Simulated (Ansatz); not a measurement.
# MnO (P6_3mc) in Ansatz: single point with PBE

Aim: the single point of MnO with PBE.

Everything below comes from runs of Ansatz 0.2.0. Logs are shortened: lines on timing, memory, paths and dates and some standing lists are left out, and cuts for length are marked.

### 1 The crystal as given

Symmetry: P6_3mc, No. 186, hexagonal system. Conventional cell: a = 3.372 Å, b = 3.372 Å, c = 5.385 Å, α = 90.00°, β = 90.00°, γ = 120.00°. Around Mn (site symmetry 3m) lie 4 O at 1.96 to 2.08 Å. O (site symmetry 3m) is surrounded by 4 Mn at 1.96 to 2.08 Å.

Measurements of this composition are mostly on another form, of space group No. 225.

### 2 Single point, PBE, collinear spin, ferromagnetic start

The input, input.yaml:

```yaml
crystal:
  lattice:
    - [3.37170019, 0.0, 0.0]
    - [-1.68585009, 2.91997802, 0.0]
    - [0.0, 0.0, 5.38549882]
  atoms:
    - { symbol: Mn, position: [0.3333333333, 0.6666666667, 0.01096], spin: 5.5 }
    - { symbol: Mn, position: [0.6666666667, 0.3333333333, 0.51096], spin: 5.5 }
    - { symbol: O, position: [0.3333333333, 0.6666666667, 0.37547] }
    - { symbol: O, position: [0.6666666667, 0.3333333333, 0.87547] }
hamiltonian:
  xc: pbe
  pseudopotentials: { kind: paw }
magnetization:
  spin_polarized: true
kpoints:
  mp_grid: { grid: [9, 9, 5] }
scf:
  occupations: { method: fermi_dirac, width: 0.05 }
output:
  forces: true
  stress: true
  eigenvalues: true
  write_density: true
  write_potential: true
  elf: true
  volumetric_format: npy
```

Potentials or basis: Ansatz PAW.

The run is started by

```
ansatz run input.yaml --threads 2 --pin off --max-ram 5120MiB --backend cpu --events-out ev --progress --plain --runs-dir out
```

Standard output:

```text
Warning: where an SCF of this run starts from atoms to list the orders of its open shells, Mn (sites 0, 1, from 0) starts with 5.00 μB on its 3d shell, in the place of the 5.50 μB that the deck gives it: its open shells can hold no more by Hund's first rule. To start from spheres of the given moment, type scf.initial_density.shell_occupations: []
Warning: RAYON_NUM_THREADS=2 ignored (pool sized by the plan → 2); use --threads N
Engine: ansatz 0.2.0, x86_64-unknown-linux-gnu
Pseudopotentials: kind: paw
Pseudopotential: Mn, paw, valence charge 15, recommended cutoff 420 eV (normal), Mn.paw.azcp
Pseudopotential: O, paw, valence charge 6, recommended cutoff 420 eV (normal), O.paw.azcp
Functional definition: PBE
  parameter kappa = 0.804
  parameter beta = 0.06672455060314922
  exchange = pbe_x(kappa = kappa, mu = beta*pi^2/3)
  correlation = pbe_c(beta = beta)
Crystal: 4 atoms, lattice volume = 53.022 Å³
Basis set: ecut = 420 eV, 1085 PW (Γ), exchange–correlation on 48×48×72 points (8 copies of the dense FFT grid, shifted against one another)
Bands: 32, of which v1, the nominal top of the filled ones, is band 21 counted from 1 (20 counted from 0)
Symmetry: 12 space group operations
Space group: P63mc (ITA 186), of the structure as read, at distance tolerance 3.8e-5 Å
Magnetic group: BNS 186.203 (UNI 1433), of the structure as read, at distance tolerance 3.8e-5 Å
k-points: 36 of 405 (time reversal used)
Non-local potential: Mn, projectors of the file, l = 0: 3, l = 1: 2, l = 2: 3, l = 3: 1
Non-local potential: O, projectors of the file, l = 0: 2, l = 1: 2, l = 2: 1
PAW form: soft (Blöchl's): semilocal exchange-correlation on the pseudo side does not see the compensation charge
PAW one-centre angular grid: Mn, 590 points (default); XC on 64 Gauss nodes
PAW one-centre angular grid: O, 110 points (default); XC on 64 Gauss nodes
Initial density: superposition of atomic densities (chi_scale 0.1, normalization cell, long waves kept (reshape's long-wave potential 0.00 eV rms))
Starting moments: Σ|m| = 11 μB on 2 of 4 sites
Initial wavefunctions: pseudopotential atomic-orbital guess
Functional: x = pbe(κ = 0.804, μ = 0.2195149727645171), c = pbe(β = 0.06672455060314922)
SCF iter   1: F=—  HF=-8933.202327 eV  |F-HF|=—  |Δ(HF+E_count)|=         —  Δρ=7.91e-2 (↑7.91e-2 ↓7.28e-2)  dr2=9.29e0  dr2_m=2.23e-1  M=9.925 μB ∫|m|=9.925 μB  β_m=0.30  ethr=3.10e-3  ⟨swp⟩=5.6  Hψ=8190  notcnv=0
Mixer restart at iter 1: flushing history
preconditioner: auto → Kerker (q_TF=auto, 2.624 Å⁻¹)  [metal: Δε(μ)=0.027 eV  Ē_g=11.112 eV  σ=0.050 eV  W_gap=0.13  n_scr=22 (ndim 8)  ℏωp=26.0 eV  f_vac=0.000  D(μ)=0.95/eV (n_scr^D=2)]
spin=Collinear: Kerker preconditioning applied to the charge; magnetization (m = ρ↑ − ρ↓) channel mixes plain (no charge-response kernel on spin).
SCF iter   2: F=—  HF=-8932.460992 eV  |F-HF|=—  |Δ(HF+E_count)|=   7.41e-1  Δρ=3.88e-2 (↑3.60e-2 ↓3.88e-2)  dr2=2.69e0  dr2_m=7.56e-2  M=9.989 μB ∫|m|=9.989 μB  β_m=0.42  ethr=3.10e-3  ⟨swp⟩=2.8  Hψ=5168  notcnv=0  defer=193
SCF iter   3: F=—  HF=-8932.390941 eV  |F-HF|=—  |Δ(HF+E_count)|=   7.01e-2  Δρ=1.88e-2 (↑1.17e-2 ↓1.88e-2)  dr2=4.40e-1  dr2_m=4.41e-2  M=9.988 μB ∫|m|=9.988 μB  β_m=0.68  ethr=3.10e-3  ⟨swp⟩=3.0  Hψ=4303  notcnv=0  defer=188
SCF iter   4: F=—  HF=-8932.327940 eV  |F-HF|=—  |Δ(HF+E_count)|=   6.30e-2  Δρ=6.51e-3 (↑6.51e-3 ↓5.28e-3)  dr2=6.88e-2  dr2_m=8.10e-4  M=9.993 μB ∫|m|=9.993 μB  β_m=0.72  ethr=1.05e-3  ⟨swp⟩=2.4  Hψ=3652  notcnv=0  defer=187
SCF iter   5: F=—  HF=-8932.336900 eV  |F-HF|=—  |Δ(HF+E_count)|=         —  Δρ=3.16e-3 (↑3.08e-3 ↓3.16e-3)  dr2=1.53e-2  dr2_m=2.78e-4  M=9.992 μB ∫|m|=9.992 μB  β_m=0.72  ethr=1.64e-4  ⟨swp⟩=2.3  Hψ=3690  notcnv=0  defer=187
Mixer restart at iter 5: flushing history
SCF iter   6: F=—  HF=-8932.342022 eV  |F-HF|=—  |Δ(HF+E_count)|=   5.12e-3  Δρ=1.52e-3 (↑1.52e-3 ↓1.28e-3)  dr2=3.31e-3  dr2_m=2.44e-4  M=9.993 μB ∫|m|=9.993 μB  β_m=0.81  ethr=3.64e-5  ⟨swp⟩=2.4  Hψ=3910  notcnv=0  defer=187
SCF iter   7: F=—  HF=-8932.344757 eV  |F-HF|=—  |Δ(HF+E_count)|=   2.73e-3  Δρ=9.19e-4 (↑9.19e-4 ↓6.66e-4)  dr2=1.12e-3  dr2_m=3.40e-5  M=9.993 μB ∫|m|=9.993 μB  β_m=0.90  ethr=7.88e-6  ⟨swp⟩=2.0  Hψ=3408  notcnv=0  defer=187
SCF iter   8: F=—  HF=-8932.345993 eV  |F-HF|=—  |Δ(HF+E_count)|=   1.24e-3  Δρ=3.07e-4 (↑3.07e-4 ↓2.73e-4)  dr2=2.34e-4  dr2_m=7.83e-7  M=9.993 μB ∫|m|=9.993 μB  β_m=0.95  ethr=2.68e-6  ⟨swp⟩=2.4  Hψ=3978  notcnv=0  defer=187
SCF iter   9: F=—  HF=-8932.346105 eV  |F-HF|=—  |Δ(HF+E_count)|=   1.12e-4  Δρ=1.88e-4 (↑1.88e-4 ↓8.91e-5)  dr2=2.32e-5  dr2_m=2.59e-6  M=9.993 μB ∫|m|=9.993 μB  β_m=0.95  ethr=5.58e-7  ⟨swp⟩=2.0  Hψ=3150  notcnv=0  defer=187
SCF iter  10: F=—  HF=-8932.346103 eV  |F-HF|=—  |Δ(HF+E_count)|=   2.56e-6  Δρ=6.00e-5 (↑5.38e-5 ↓6.00e-5)  dr2=5.22e-6  dr2_m=7.58e-8  M=9.993 μB ∫|m|=9.993 μB  β_m=0.97  ethr=5.52e-8  ⟨swp⟩=2.1  Hψ=3518  notcnv=0  defer=187
SCF iter  11: F=—  HF=-8932.346106 eV  |F-HF|=—  |Δ(HF+E_count)|=   2.86e-6  Δρ=1.33e-5 (↑1.33e-5 ↓1.27e-5)  dr2=3.80e-7  dr2_m=9.41e-9  M=9.993 μB ∫|m|=9.993 μB  β_m=0.99  ethr=1.24e-8  ⟨swp⟩=2.1  Hψ=3107  notcnv=0  defer=187
SCF iter  12: F=—  HF=-8932.346106 eV  |F-HF|=—  |Δ(HF+E_count)|=   3.34e-7  Δρ=1.06e-5 (↑6.85e-6 ↓1.06e-5)  dr2=1.38e-7  dr2_m=2.01e-9  M=9.993 μB ∫|m|=9.993 μB  β_m=0.99  ethr=9.05e-10  ⟨swp⟩=2.0  Hψ=3265  notcnv=0  defer=187
SCF iter  13: F=-8932.346106 eV  HF=-8932.346106 eV  |F-HF|=1.43e-8  |Δ(HF+E_count)|=   1.41e-8  Δρ=3.87e-6 (↑2.13e-6 ↓3.87e-6)  dr2=1.93e-8  dr2_m=5.61e-10  M=9.993 μB ∫|m|=9.993 μB  ethr=2.38e-10  ⟨swp⟩=11.6  Hψ=12874  notcnv=0
SCF 1 converged in 13 iterations: F = -8932.346106 eV  dr2 = 1.93e-8
WARN: an SCF from antiferromagnetic starting moments (-5.50, 5.50, 0.00, 0.00 Bohr magnetons, atom by atom) was not made, by what the run has read of turns of its moments that order reads lower: the deck asks for what bars it, or types moments that do (magnetization.spin_polarized, in the input reference, names some of the keys), or the run goes by scf.lower_state_search: light, the default, which as a rule tries one only behind a close that has lost an order of both signs, or on which an open d or half-filled 4f shell of a PAW file has lost a moment that was set nearer to Hund's than to what is left; or, under a Hubbard U, one that names an f shell that the input leaves bare beside given moments, or a larger moment for a shell of low spin that is given one. standard, with a start from the atoms, tries one behind each close (in a relaxation, ahead of its steps or at their end). To set out from that order, type those moments (crystal.atoms[].spin; where shells were raised to Hund's moment, beside crystal.symmetry.detect: false) under scf.lower_state_search: light. The bands of the close that named these starting moments, or of the one ahead of a search that led to it (under cold or Methfessel-Paxton smearing those of the Gaussian ahead of it) read a cost of -694.79 meV for the turn to them, carried on from a small turn (-694.79 by the pairs of d shells alone)
SCF converged after 13 iterations
Magnetization: 9.9929 μB (25.9965 up, 16.0035 down)
Absolute magnetization: 9.9929 μB (∫|ρ↑−ρ↓|, with the PAW one-centre terms)
Spin contamination: 0.0122 ħ² per cell (⟨S²⟩ above its minimum at these occupations)
Per-site moments (μB) at R_I (Å): [(3.839657687665449, 0.8097656221372577), (3.8396576876654476, 0.8097656221372577), (0.22737805477214978, 0.8097656221372577), (0.22737805477214929, 0.8097656221372577)]
Free energy (F): -8932.346106 eV
Harris-Foulkes:  -8932.346106 eV  (|F-HF|=1.43e-8)
Internal energy: -8932.343536 eV  (E = F + TS)
E sigma→0 (E₀):  -8932.344821 eV
Entropy (-TS):   -0.002570 eV (-0.643 meV/atom)
Fermi energy:    10.769340 eV
--- Per-component energies (eV) ---
  E_band       = -612.245676
  E_kinetic    = 947.705113
  E_local      = -5221.412136  (includes V_loc(G=0)·N_el)
  E_nonlocal   = 603.679257
  E_hartree    = 2108.844253
  E_xc         = -368.860102
  E_vxc        = -471.126464  (∫ρ·V_xc dr)
  E_paw        = -2930.130611  (= ΣΔE_a)
  E_vpaw       = -688.785318  (= ΣTr[D̂ρ^β])
  E_aug_tail   = 0.004825  (compensation charges beyond the density's cutoff)
  E_ewald      = -4072.174134
  E_smearing   = -0.002570  (= −TS)
  E_closure    = -0.000000  (closes the sum)
  Σ components = -8932.346106   (vs F -8932.346106, Δ=0.00e0)
--- Forces (eV/Å), atoms counted from 1 ---
  atom   1  Mn     0.00000000    -0.00000000    -0.63353701
  atom   2  Mn     0.00000000     0.00000000    -0.63353701
  atom   3  O     -0.00000000    -0.00000000     0.63354982
  atom   4  O     -0.00000000     0.00000000     0.63354982
  max |Σ_I F_I| component: 2.56e-5 eV/Å
--- Stress (GPa, compression-positive) ---
        3.404568       0.000000      -0.000000
        0.000000       3.404568       0.000000
       -0.000000       0.000000      11.399407
  P = ⅓ Tr σ = 6.0695 GPa (60.695 kbar)
--- Band table (eV; the first three rows and the last of 72) ---
  k-point 0 ↑: bands = ["-71.0499", "-71.0468", "-39.8207", "-39.8184", "-39.8184", "-39.8124", "-39.8124", "-39.7830", "-9.3126", "-8.7913", "3.6015", "4.3226", "4.5006", "4.5006", "4.8523", "4.8523", "7.5889", "7.5889", "8.0856", "8.1313", "8.1313", "9.2389", "9.6865", "9.6865", "10.7511", "10.7511", "10.8184", "14.4610", "16.3175", "22.2540", "22.2540", "22.9763"]
  k-point 1 ↑: bands = ["-71.0496", "-71.0471", "-39.8178", "-39.8178", "-39.8171", "-39.8130", "-39.8130", "-39.7866", "-9.2621", "-8.8399", "3.5709", "4.1434", "4.5219", "4.5219", "4.8046", "4.8046", "7.6568", "7.6568", "8.1068", "8.1068", "8.3735", "9.4451", "9.7750", "9.7750", "10.6452", "10.6452", "10.8969", "13.7385", "17.0531", "21.8379", "22.2269", "22.2269"]
  k-point 2 ↑: bands = ["-71.0488", "-71.0479", "-39.8163", "-39.8163", "-39.8145", "-39.8145", "-39.8077", "-39.7961", "-9.1302", "-8.9687", "3.5956", "3.8088", "4.5886", "4.5886", "4.6952", "4.6952", "7.8242", "7.8242", "8.0024", "8.0024", "8.9992", "9.4918", "10.0299", "10.0299", "10.3674", "10.3674", "11.4548", "12.5439", "18.3791", "20.0054", "22.2682", "22.2682"]
  k-point 35 ↓: bands = ["-66.2119", "-66.2119", "-35.1051", "-35.1051", "-35.0937", "-35.0896", "-35.0681", "-35.0681", "-8.2715", "-8.2715", "4.7912", "4.7912", "5.0928", "5.1532", "6.1074", "6.1074", "11.2571", "11.4539", "12.1322", "12.1322", "12.6958", "12.7308", "12.9666", "12.9666", "13.3510", "13.3510", "18.0274", "18.1864", "18.4408", "18.4408", "20.1591", "20.1591"]
```

Wall time 17 s (2 threads of Intel Xeon at 2.70GHz, shared host); peak memory 0.46 GiB.

What came out:

* Free energy: -8932.3461 eV
* Pressure: 6.1 GPa
* Largest force: 0.634 eV/Å
* Band gap on the k mesh: none (metal or under the smearing width)
* Net moment: 9.99 μB per cell
* Absolute moment: 9.99 μB per cell
* Site moments: Mn +3.84; O +0.23 μB

Forces in eV/Å, atoms in the order of the input:
```
Mn   0.000  0.000 -0.634
Mn   0.000  0.000 -0.634
O    0.000  0.000  0.634
O    0.000  0.000  0.634
```

Caveat: the magnetic or orbital state may not be the lowest; the pressure holds a Pulay correction of +0.5 GPa for the finite cutoff; semilocal functionals often make such compounds metallic where correlation or magnetic order opens a gap, which also shifts bond lengths; only a ferromagnetic start was run, and an antiferromagnetic order may lie lower in energy. With open d or f shells a metallic result of PBE can be an artefact of self-interaction; +U or a hybrid may open a gap.
